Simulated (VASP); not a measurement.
Runs of VASP 6.6.1 on SiC (Moissanite 6H). The structure is hexagonal, space group P6_3mc (No. 186). The conventional cell has a = 3.080 Å, b = 3.080 Å, c = 15.112 Å, α = 90.00°, β = 90.00°, γ = 120.00°. Around Si (site symmetry 3m) lie 4 C at 1.89 Å. Si (site symmetry 3m) has 4 C at 1.89 Å as nearest neighbours. Si (site symmetry 3m) has 4 C at 1.88 to 1.89 Å as nearest neighbours. Around C (site symmetry 3m) lie 4 Si at 1.88 to 1.89 Å. C (site symmetry 3m) has 4 Si at 1.89 Å as nearest neighbours. Around C (site symmetry 3m) lie 4 Si at 1.89 Å. 

```tsv
task	level	potentials or basis	cell	cutoff (eV)	monkhorst-Pack mesh	gap on the mesh (eV)	pressure (GPa)	largest force (eV/Å)
optical spectrum	PBE	VASP PAW PBE potentials, release 64 (Si, C)	P6_3mc, 10.34 Å³/atom	520	-	2.03	3.2	-
relaxation of cell and atoms	PBEsol	VASP PAW PBE potentials, release 64 (Si, C)	relaxed	600	-	1.91	0.0	-
band structure	PBE	VASP PAW PBE potentials, release 64 (Si, C)	P6_3mc, 10.34 Å³/atom	520	-	2.03	3.2	-
band structure	TB-mBJ	VASP PAW PBE potentials, release 64 (Si, C)	P6_3mc, 10.34 Å³/atom	520	-	2.96	-	-
dielectric tensor	PBE	VASP PAW PBE potentials, release 64 (Si, C)	P6_3mc, 10.34 Å³/atom	520	no	2.03	-	-
band structure	r2SCAN	VASP PAW PBE potentials, release 64 (Si, C)	P6_3mc, 10.34 Å³/atom	520	-	2.40	(b)	0.01
band structure	LDA	VASP PAW LDA potentials, release 64 (Si, C)	P6_3mc, 10.34 Å³/atom	520	-	(a)	-4.0	0.01
```

Alike in all rows: no spin polarisation; k mesh 12 × 12 × 2; smearing gaussian 0.03 eV.

Estimate the missing entries.

(a) 1.97; (b) -0.5.

Caveats: the PAW data sets were made with another functional, which shifts forces and pressure a little (some runs); spectra need much finer meshes, so this one isn't converged (some runs); independent-particle spectra lack excitons (some runs).

A k mesh can miss the band edges.
